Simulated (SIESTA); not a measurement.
Write the native input for SIESTA 5.4.2 that does the following.

```yaml
Task: band structure
Functional: PBE
Potentials_or_basis: SPMS 1.0 NC or PseudoDojo by element (PBE files)
Basis: DZP (energy shift 0.002 Ry)
Grid_cutoff: 800 Ry
Energy_shift: 0.002 Ry
k_mesh: 11 × 11 × 11
Occupations: fermi-dirac, width 0.05 eV
Spin: no spin polarisation
```

The system is Ag.

```
Ag
1.0
     0.00000    2.04275    2.04275
     2.04275    0.00000    2.04275
     2.04275    2.04275    0.00000
Ag
1
Cartesian
  0.0000 0.0000 0.0000
```

The input as run:

Ag.fdf

```
SystemName                      Silver
SystemLabel                     Ag
NumberOfSpecies                 1
NumberOfAtoms                   1
%block ChemicalSpeciesLabel
  1  47 Ag
%endblock ChemicalSpeciesLabel

LatticeConstant                 1.0 Ang
%block LatticeVectors
     0.0000000000     2.0427500000     2.0427500000
     2.0427500000     0.0000000000     2.0427500000
     2.0427500000     2.0427500000     0.0000000000
%endblock LatticeVectors
AtomicCoordinatesFormat         Fractional
%block AtomicCoordinatesAndAtomicSpecies
     0.0000000000     0.0000000000     0.0000000000  1  Ag
%endblock AtomicCoordinatesAndAtomicSpecies

%block kgrid.MonkhorstPack
   11   0   0  0.0
    0  11   0  0.0
    0   0  11  0.0
%endblock kgrid.MonkhorstPack
XC.Functional                   GGA
XC.Authors                      PBE
PAO.BasisSize                   DZP
PAO.EnergyShift                 0.002 Ry
Mesh.Cutoff                     800 Ry
OccupationFunction              FD
ElectronicTemperature           0.05 eV
MaxSCFIterations                120
SCF.MustConverge                false
SCF.Mixer.Method                Pulay
SCF.Mixer.Weight                0.25
SCF.Mixer.History               8
SCF.DM.Tolerance                5.0e-05
SCF.H.Tolerance                 1.0e-03 eV
WriteForces                     true
Charge.Mulliken                 end
BandLinesScale                  ReciprocalLatticeVectors
%block BandLines
    1    0.000000   0.000000   0.000000  \Gamma
   12    0.500000   0.000000   0.500000  X
    6    0.500000   0.250000   0.750000  W
    4    0.375000   0.375000   0.750000  K
   13    0.000000   0.000000   0.000000  \Gamma
   11    0.500000   0.500000   0.500000  L
    8    0.625000   0.250000   0.625000  U
    4    0.500000   0.250000   0.750000  W
    9    0.500000   0.500000   0.500000  L
    8    0.375000   0.375000   0.750000  K
    1    0.625000   0.250000   0.625000  U
    4    0.500000   0.000000   0.500000  X
%endblock BandLines
```

Potentials or basis: SPMS 1.0 NC or PseudoDojo by element (PBE files), DZP (energy shift 0.002 Ry).

Launch:

```bash
$ siesta Ag.fdf > Ag.out 2>&1
```

It gave:

The pressure is 3.4 GPa. The band gap on the k mesh is none (metal or under the smearing width).

Caveat: semicore shells carry a single zeta, which can move pressures by several GPa and volumes by a few percent; the valence orbitals were made in a potential fitted to the semicore shell under them, which widens gaps by tenths of an eV or more; the basis of atomic orbitals isn't converged, which shifts pressures, moduli and gaps.

Wall time 19 s on 1 thread of Arm Neoverse V1, with other jobs on the host, peak memory 0.19 GiB.
